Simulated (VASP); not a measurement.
# In2O3 (R-3c) in VASP: notebook, part 3 of 4

VASP 6.6.1. Earlier steps stand in the parts before.

## 5. Relaxation of cell and atoms, LDA, target pressure 20 GPa, at which the enthalpy is minimised

This run uses another cell than the first one, of 11.79 Å³/atom, 0.935 times its volume.

Contents of INCAR:

```
PREC = Accurate
ENCUT = 600
EDIFF = 1E-6
ISMEAR = -1
SIGMA = 0.05
LREAL = False
LASPH = True
NELM = 100
ALGO = Normal
ISIF = 3
LWAVE = False
LCHARG = False
GGA = CA
IBRION = 2
NSW = 40
EDIFFG = -0.01
PSTRESS = 200
KPAR = 8
```

Contents of KPOINTS:

```
regular mesh
0
Gamma
  6 6 6
```

Contents of POSCAR:

```
In2O3                                   
1.0
    2.7041117654      1.5612196557      4.6555006086
   -2.7041117654      1.5612196557      4.6555006086
    0.0000000000     -3.1224393113      4.6555006086
  In              O             
     4     6
Direct
     0.3594085399901270    0.3594085399901270    0.3594085399901270
     0.1405914600098730    0.1405914600098730    0.1405914600098730
     0.6405914600098730    0.6405914600098730    0.6405914600098730
     0.8594085399901270    0.8594085399901270    0.8594085399901270
     0.5443387629834926    0.9556612370165074    0.2500000000000000
     0.2499999999999999    0.5443387629834927    0.9556612370165075
     0.9556612370165073    0.2500000000000000    0.5443387629834925
     0.4556612370165072    0.0443387629834928    0.7500000000000000
     0.7500000000000000    0.4556612370165073    0.0443387629834927
     0.0443387629834927    0.7500000000000000    0.4556612370165073
```

Potentials or basis: VASP PAW LDA potentials, release 64 (In_d, O).

The run is started by

```console
> cat potpaw_LDA.64/In_d/POTCAR potpaw_LDA.64/O/POTCAR > POTCAR
> mpirun -np 8 vasp_std > vasp.out
```

OUTCAR:

```text
PREC = Accurate
   ENCUT = 600
   EDIFF = 1E-6
   ISMEAR = -1
   LREAL = False
   LASPH = True
   NELM = 100
   ISIF = 3
   GGA = CA
   IBRION = 2
   NSW = 40
   EDIFFG = -0.01
   PSTRESS = 200

 ion  position               nearest neighbor table
   1  0.359  0.359  0.359-   8 2.08   9 2.08  10 2.08   6 2.21   5 2.21   7 2.21   2 3.06   3 3.21
                             3 3.21   3 3.21   2 3.51   2 3.51   2 3.51   4 3.89   4 3.89   4 3.89
   2  0.141  0.141  0.141-   8 2.08  10 2.08   9 2.08   7 2.21   5 2.21   6 2.21   1 3.06   4 3.21
                             4 3.21   4 3.21   1 3.51   1 3.51   1 3.51   3 3.89   3 3.89   3 3.89
   3  0.641  0.641  0.641-   5 2.08   6 2.08   7 2.08   9 2.21   8 2.21  10 2.21   4 3.06   1 3.21
                             1 3.21   1 3.21   4 3.51   4 3.51   4 3.51   2 3.89   2 3.89   2 3.89
   4  0.859  0.859  0.859-   5 2.08   7 2.08   6 2.08  10 2.21   8 2.21   9 2.21   3 3.06   2 3.21
                             2 3.21   2 3.21   3 3.51   3 3.51   3 3.51   1 3.89   1 3.89   1 3.89
   5  0.544  0.956  0.250-   3 2.08   4 2.08   1 2.21   2 2.21
   6  0.250  0.544  0.956-   3 2.08   4 2.08   1 2.21   2 2.21
   7  0.956  0.250  0.544-   4 2.08   3 2.08   2 2.21   1 2.21
   8  0.456  0.044  0.750-   1 2.08   2 2.08   3 2.21   4 2.21
   9  0.750  0.456  0.044-   1 2.08   2 2.08   3 2.21   4 2.21
  10  0.044  0.750  0.456-   2 2.08   1 2.08   4 2.21   3 2.21

  LATTYP: Found a trigonal (rhomboedric) cell.
 ALAT       =     5.6056501113
 COS(alpha) =     0.5345990157

  Lattice vectors:

 A1 = (   2.7041117654,   1.5612196557,   4.6555006086)
 A2 = (  -2.7041117654,   1.5612196557,   4.6555006086)
 A3 = (   0.0000000000,  -3.1224393113,   4.6555006086)

Analysis of symmetry for initial positions (statically):
=====================================================================
 Subroutine PRICEL returns:
 Original cell was already a primitive cell.

 Routine SETGRP: Setting up the symmetry group for a
 trigonal (rhombohedral) supercell.

 Subroutine GETGRP returns: Found 12 space group operations
 (whereof  6 operations were pure point group operations)
 out of a pool of 12 trial point group operations.

The static configuration has the point symmetry S_6 .
 The point group associated with its full space group is D_3d.

Analysis of symmetry for dynamics (positions and initial velocities):
=====================================================================
 Subroutine PRICEL returns:
 Original cell was already a primitive cell.

 Routine SETGRP: Setting up the symmetry group for a
 trigonal (rhombohedral) supercell.

 Subroutine GETGRP returns: Found 12 space group operations
 (whereof  6 operations were pure point group operations)
 out of a pool of 12 trial point group operations.

The dynamic configuration has the point symmetry S_6 .
 The point group associated with its full space group is D_3d.

 Subroutine INISYM returns: Found 12 space group operations
 (whereof  6 operations are pure point group operations),
 and found     1 'primitive' translations

----------------------------------------------------------------------------------------

                                     Primitive cell

  volume of cell :     117.9251

  direct lattice vectors                    reciprocal lattice vectors
[... 94 lines left out ...]
   PREC   = accura    normal or accurate (medium, high low for compatibility)
   ISTART =      0    job   : 0-new  1-cont  2-samecut
   ICHARG =      2    charge: 1-file 2-atom 10-const
   ISPIN  =      1    spin polarized calculation?
   LNONCOLLINEAR =      F non collinear calculations
   LSORBIT =      F    spin-orbit coupling
   LASPH  =      T    aspherical Exc in radial PAW
   ENCUT  =  600.0 eV  44.10 Ry    6.64 a.u.  11.20 11.20 11.20*2*pi/ulx,y,z
   NELM   =    100;   NELMIN=  2; NELMDL= -5     # of ELM steps
   EDIFF  = 0.1E-05   stopping-criterion for ELM
   LREAL  =      F    real-space projection
   EDIFFG = -.1E-01   stopping-criterion for IOM
   NSW    =     40    number of steps for IOM
   IBRION =      2    ionic relax: 0-MD 1-quasi-New 2-CG
   NFREE  =      1    steps in history (QN), initial steepest desc. (CG)
   ISIF   =      3    stress and relaxation
   ISYM   =      2    0-nonsym 1-usesym 2-fastsym
   POTIM  = 0.5000    time-step for ionic-motion
   TEBEG  =    0.0;   TEEND  =   0.0 temperature during run
   PSTRESS=  200.0 pullay stress
   NELECT =      88.0000    total number of electrons
   NUPDOWN=      -1.0000    fix difference up-down
   EMIN   =  10.00;   EMAX   =-10.00  energy-range for DOS
   EFERMI =   0.00;   METHOD = LEGACY
   ISMEAR =    -1;   SIGMA  =   0.05  broadening in eV -4-tet -1-fermi 0-gaus
   EFERMI_NEDOS =   21; number of points for ismear=-14 and -15
   IALGO  =     38    algorithm
   IMIX   =      4    mixing-type and parameters
     AMIX     =   0.40;   BMIX     =  1.00
     AMIX_MAG =   1.60;   BMIX_MAG =  1.00
  volume/ion in A,a.u.               =      11.79        79.58
  Fermi-wavevector in a.u.,A,eV,Ry     =   1.484911  2.806074 30.000293  2.204959
  Thomas-Fermi vector in A             =   2.598388
   LORBIT       =      0    0 simple, 1 ext, 2 COOP (PROOUT), +10 PAW based schemes
   GGA     = CA    functional components
   LHFCALC =     F    Hartree Fock is set to
   AEXX    =    0.0000 exact exchange contribution
   IVDW    =     0    specifies the selected vdW correction
   LEPSILON=     F    determine dielectric tensor
   LRPA    =     F    only Hartree local field effects (RPA)
 conjugate gradient relaxation of ions
 non-spin polarized calculation
  energy-cutoff  :      600.00
  volume of cell :      117.93
 maximum number of plane-waves:      3956
 NGX is ok and might be reduce to    48
   NGX = 23   NGY = 23   NGZ = 23

--------------------------------------- Ionic step        1  -------------------------------------------

 number of electron      87.9999979 magnetization

 Free energy of the ion-electron system (eV)
  ---------------------------------------------------
  ext. energy  EPLUGINS =         0.00000000
  ---------------------------------------------------
  free energy    TOTEN  =       -63.47720713 eV

  energy without entropy =      -63.47720712  energy(sigma->0) =      -63.47720713

------------------------ aborting loop because EDIFF is reached ----------------------------------------

  FORCE on cell =-STRESS in cart. coord.  units (eV):
  Direction    XX          YY          ZZ          XY          YZ          ZX
  --------------------------------------------------------------------------------------
  -------------------------------------------------------------------------------------
  Total        7.3531499      7.3531499      7.3925577     -0.0000000      0.0000000      0.0000000
  in kB       99.9028129     99.9028129    100.4382221     -0.0000000      0.0000000      0.0000000
  external PRESSURE =     -99.9187174 kB  Pullay stress =     200.0000000 kB
[... 121 lines left out ...]
  energy  without entropy=      -63.0676499410  energy(sigma->0) =      -63.06764994

  enthalpy is  TOTEN    =       -48.9035616235 eV   P V=       14.1640883188

[... ionic steps 4 to 10 ...]

--------------------------------------- Ionic step       11  -------------------------------------------

 number of electron      87.9999996 magnetization

------------------------ aborting loop because EDIFF is reached ----------------------------------------
[... 87 lines left out ...]
--------------------------------------- Ionic step       13  -------------------------------------------

 number of electron      87.9999997 magnetization

 Free energy of the ion-electron system (eV)
  ---------------------------------------------------
  ext. energy  EPLUGINS =         0.00000000
  ---------------------------------------------------
  free energy    TOTEN  =       -63.00543324 eV

  energy without entropy =      -63.00543324  energy(sigma->0) =      -63.00543324

 E-fermi :   7.8147     XC(G=0): -12.3776

 val. band max:        6.8099689774   @ k =   0.3333   0.0000  -0.0000
 cond. band min:       8.6137355644   @ k =   0.0000   0.0000   0.0000
 fundamental gap:      1.8037665870
 Fermi energy:         7.8147209881

 k-point     1 :       0.0000    0.0000    0.0000
  band No.  band energies     occupation
      1     -11.4433      2.00000
      2     -10.2327      2.00000
      3     -10.2327      2.00000
      4      -9.9880      2.00000
      5      -9.9880      2.00000
      6      -9.8023      2.00000
[... 1309 lines left out ...]
     51      16.1600      0.00000
     52      16.8652      0.00000

 [... further k-points ...]

------------------------ aborting loop because EDIFF is reached ----------------------------------------

  FORCE on cell =-STRESS in cart. coord.  units (eV):
  Direction    XX          YY          ZZ          XY          YZ          ZX
  --------------------------------------------------------------------------------------
  -------------------------------------------------------------------------------------
  Total       14.0960754     14.0960754     14.0320279      0.0000000      0.0000000      0.0000000
  in kB      200.1516579    200.1516579    199.2422408      0.0000000      0.0000000      0.0000000
  external PRESSURE =      -0.1514811 kB  Pullay stress =     200.0000000 kB
[... 29 lines left out ...]
  energy  without entropy=      -63.0054332411  energy(sigma->0) =      -63.00543324

  enthalpy is  TOTEN    =       -48.9200386765 eV   P V=       14.0853945667

 reached required accuracy - stopping structural energy minimisation
```

Wall time 8.9 min (8 MPI ranks of Intel Xeon Platinum 8488C (Sapphire Rapids), shared host); peak memory 0.41 GiB.

Results:

```
Free energy                                            : -63.0054 eV
Relaxed volume                                         : 11.28 Å³/atom
Relaxed cell                                           : a = 5.483 Å, b = 5.483 Å, c = 5.483 Å, α = 58.61°, β = 58.61°, γ = 58.61°
Space group after relaxing (to 0.05 Å)                 : R-3c (No. 167)
Energy change on relaxing (the enthalpy is what falls) : +47.2 meV/atom
Ionic steps                                            : 13
Pressure after relaxing                                : 20.0 GPa
Largest force after relaxing                           : 0.008 eV/Å
Band gap on the k mesh                                 : 1.80 eV, indirect (least direct gap 1.82 eV)
```

Forces in eV/Å, atoms in the order of the input:
```
In   0.000  0.000 -0.008
In   0.000  0.000  0.008
In   0.000  0.000  0.008
In   0.000  0.000 -0.008
O   -0.006  0.000  0.000
O    0.003 -0.005  0.000
O    0.003  0.005  0.000
O    0.006  0.000  0.000
O   -0.003  0.005  0.000
O   -0.003 -0.005  0.000
```

Step by step:
```csv
step,energy change (eV),largest force (eV/Å),pressure (GPa),volume (Å³)
1,0.0000,0.0072,10.01,117.93
2,1.8543,0.4017,42.03,105.81
3,0.4096,0.1286,19.82,113.47
4,0.4205,0.1313,19.97,113.38
5,0.4317,0.1340,20.19,113.29
6,0.4397,0.1057,20.20,113.18
7,0.4744,0.0630,20.24,112.83
8,0.4805,0.0648,20.21,112.78
9,0.4381,0.0227,19.29,113.11
10,0.4531,0.0209,19.65,112.99
11,0.4824,0.0229,20.18,112.75
12,0.4727,0.0180,20.02,112.83
13,0.4718,0.0077,19.98,112.84
```

Final structure:
```cif
data_structure
_symmetry_space_group_name_H-M 'P 1'
_symmetry_Int_Tables_number 1
_cell_length_a 5.4826
_cell_length_b 5.4826
_cell_length_c 5.4826
_cell_angle_alpha 58.612
_cell_angle_beta 58.612
_cell_angle_gamma 58.612
_cell_volume 112.84
loop_
_atom_site_label
_atom_site_type_symbol
_atom_site_fract_x
_atom_site_fract_y
_atom_site_fract_z
_atom_site_occupancy
In1 In 0.36154 0.36154 0.36154 1
In2 In 0.13846 0.13846 0.13846 1
In3 In 0.63846 0.63846 0.63846 1
In4 In 0.86154 0.86154 0.86154 1
O1 O 0.54291 0.95709 0.25000 1
O2 O 0.25000 0.54291 0.95709 1
O3 O 0.95709 0.25000 0.54291 1
O4 O 0.45709 0.04291 0.75000 1
O5 O 0.75000 0.45709 0.04291 1
O6 O 0.04291 0.75000 0.45709 1
```

Levels at points of the mesh, in eV from the valence-band top:
| k point | band 42 | band 43 | band 44 | band 45 | band 46 | band 47 |
| --- | --- | --- | --- | --- | --- | --- |
| (0.00, 0.00, 0.00) | -0.33 | -0.01 | -0.01 | 1.80 | 5.59 | 7.08 |
| (0.50, 0.00, 0.00) | -0.68 | -0.07 | -0.07 | 5.42 | 5.42 | 6.50 |
| (0.50, 0.50, 0.00) | -0.32 | -0.08 | -0.04 | 5.82 | 6.03 | 6.48 |
| (0.50, 0.50, 0.50) | -0.25 | -0.25 | -0.25 | 4.86 | 4.86 | 7.88 |

Caveat: the cell is relaxed towards a set pressure, so the enthalpy falls and the energy may rise; spin-orbit coupling is left out, which moves the levels of the heavy elements. Zero-point motion and thermal expansion aren't in these numbers.

(Part 3 of 4 ends here.)
